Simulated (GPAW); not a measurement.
This GPAW 26.7.0 run on ZrC needs a look.

The input run.py:

```python
import numpy as np
from ase.dft.bandgap import bandgap
from ase.io import read, write
from gpaw import GPAW, PW, setup_paths
from gpaw.response.df import DielectricFunction

setup_paths.insert(0, '.')

atoms = read('POSCAR')

calc = GPAW(mode=PW(550),
            xc='PBE',
            kpts={'size': (5, 5, 5), 'gamma': True},
            occupations={'name': 'fermi-dirac', 'width': 0.05},
            setups={'C': 'jth', 'Zr': 'jth:d,6.2'},
            nbands=-10,
            convergence={'density': 1e-06},
            maxiter=60,
            txt='gpaw.txt')
atoms.calc = calc
energy = atoms.get_potential_energy()
calc.write('gs.gpw')
write('result.traj', atoms)
print(f'Energy: {energy:.6f} eV')
print('Fermi level:', round(calc.get_fermi_level(), 4), 'eV')
print(f'Gap: {bandgap(calc)[0]:.4f} eV, direct: {bandgap(calc, direct=True)[0]:.4f} eV')

dense = calc.fixed_density(kpts={'size': (6, 6, 6), 'gamma': True},
                           nbands=15, convergence={'bands': 9, 'eigenstates': 1e-7},
                           update_fermi_level=True, txt='dense.txt')
dense.write('dense.gpw', mode='all')

df = DielectricFunction('dense.gpw', frequencies=np.array([0.0]), hilbert=False, eta=0.001,
                        ecut=80, nbands=9, txt='df.txt')
for q_c in [[0.1666666667, 0.1666666667, 0.1666666667], [0.3333333333, 0.3333333333, 0.3333333333], [0.5, 0.5, 0.5], [0.6666666667, 0.6666666667, 0.6666666667], [0.8333333333, 0.8333333333, 0.8333333333], [0.1666666667, 0.0, 0.0], [0.3333333333, 0.0, 0.0], [0.5, 0.0, 0.0], [0.6666666667, 0.0, 0.0], [0.8333333333, 0.0, 0.0]]:
    e0, e = df.get_dielectric_function(xc='ALDA', q_c=q_c, filename=None)
    q = np.linalg.norm(2 * np.pi * np.array(q_c) @ atoms.cell.reciprocal())
    print(q_c, f'|q| = {q:.4f} 1/A: eps {e0[0].real:.4f} without, {e[0].real:.4f} with local fields')
```

File POSCAR:

```
ZrC
1.0
    0.0000000000      2.3650000000      2.3650000000
    2.3650000000      0.0000000000      2.3650000000
    2.3650000000      2.3650000000      0.0000000000
Zr C
1 1
Direct
    0.5000000000      0.5000000000      0.5000000000
    0.0000000000      0.0000000000      0.0000000000
```

Potentials or basis: JTH PAW 2.0, PBE, pw.

Run with:

```sh
$ OMP_NUM_THREADS=1 python run.py
```

gpaw.txt:

```text
__  _  _
 | _ |_)|_||  |
 |__||  | ||/\| - 26.7.0

Input parameters:
  mode=PW(ecut=550.0),
  convergence={'density': 1e-06},
  kpts=MonkhorstPack(size=(5, 5, 5), gamma=True),
  maxiter=60,
  nbands=-10,
  occupations=Occupations(name='fermi-dirac', width=0.05),
  setups={'C': 'jth', 'Zr': 'jth:d,6.2'},
  xc=XC(name='PBE')

Diagonalizing LCAO Hamiltonian
Converting LCAO to pw mode

               Zr

       C

Atoms  # Å, Bohr magnetons
|   | symbol |        x |        y |        z |    initial magnetic moments |
|---|--------|----------|----------|----------|-----------------------------|
| 0 |     Zr | 2.365000 | 2.365000 | 2.365000 | ( 0.0000,  0.0000,  0.0000) |
| 1 |      C | 0.000000 | 0.000000 | 0.000000 | ( 0.0000,  0.0000,  0.0000) |

Unit cell  # Å
| periodic |        x |        y |        z |  lengths |    angles |
|----------|----------|----------|----------|----------|-----------|
[... 177 lines left out ...]

xc functional:
  name: PBE with 2 nearest neighbor stencil

convergence criteria:
- Maximum integral of absolute [dens]ity change: 1e-06 electrons / valence electron
- Maximum [total energy] change in last 3 cyles: 0.0005 eV / valence electron
- Maximum integral of absolute [eigenst]ate change: 4e-08 eV^2 / valence electron
maximum number of iterations: 60

SCF iterations
|iter     | |      energy | eigst |  dens |
|---------|-|-------------|-------|-------|
|iter:   1| |  -19.154912 | -0.66 |       |
|iter:   2| |  -17.872818 | -2.23 | -0.64 |
|iter:   3| |  -14.732362 | -1.10 | -0.70 |
|iter:   4| |  -14.735971 | -2.41 | -1.32 |
|iter:   5| |  -14.767674 | -2.71 | -1.60 |
|iter:   6| |  -14.770164 | -3.83 | -2.46 |
|iter:   7| |  -14.771073c| -4.82 | -2.83 |
|iter:   8| |  -14.771364c| -5.02 | -3.27 |
|iter:   9| |  -14.771366c| -6.73 | -4.00 |
|iter:  10| |  -14.771367c| -7.40c| -4.41 |
|iter:  11| |  -14.771367c| -8.61c| -5.86 |
|iter:  12| |  -14.771367c| -9.47c| -6.25c|

Converged in 12 steps
Energy contributions relative to reference atoms: (reference = -98947.454650)

Energy contributions:
  Kinetic:          17.329753
  Coulomb:         -22.615628
  Zero:             -0.152748
  External:          0.000000
  Xc:               -9.329457
  Entropy:          -0.006573
  Spinorbit:         0.000000
  ----------------------------
  Free energy:     -14.774653
  Extrapolated:    -14.771367

dipole moment: (-10.540263, -10.540263, -10.540263)  # |e|*Ang

Fermi level: 9.748
[... 21 lines left out ...]
# Writing to gs.gpw (mode='')
```

On the terminal:

```text
Energy: -14.771367 eV
Fermi level: 9.7479 eV
[... 1 line left out ...]
[0.1666666667, 0.1666666667, 0.1666666667] |q| = 0.3835 1/A: eps 13.5613 without, 13.4027 with local fields
[0.3333333333, 0.3333333333, 0.3333333333] |q| = 0.7669 1/A: eps 3.6748 without, 3.7064 with local fields
[0.5, 0.5, 0.5] |q| = 1.1504 1/A: eps 1.9665 without, 1.9492 with local fields
[0.6666666667, 0.6666666667, 0.6666666667] |q| = 1.5339 1/A: eps 1.4649 without, 1.4415 with local fields
[0.8333333333, 0.8333333333, 0.8333333333] |q| = 1.9173 1/A: eps 1.2967 without, 1.2593 with local fields
[0.1666666667, 0.0, 0.0] |q| = 0.3835 1/A: eps 13.5952 without, 13.4480 with local fields
[0.3333333333, 0.0, 0.0] |q| = 0.7669 1/A: eps 3.6787 without, 3.7115 with local fields
[0.5, 0.0, 0.0] |q| = 1.1504 1/A: eps 1.9675 without, 1.9505 with local fields
[0.6666666667, 0.0, 0.0] |q| = 1.5339 1/A: eps 1.4652 without, 1.4419 with local fields
[0.8333333333, 0.0, 0.0] |q| = 1.9173 1/A: eps 1.2967 without, 1.2594 with local fields
```

Question: How did it end, and where is the flaw?

Answer: The run converged. The input holds a flaw that was put in on purpose: far too few empty bands in the response. The program doesn't stop on it, so the numbers can't be trusted though the run ends normally.
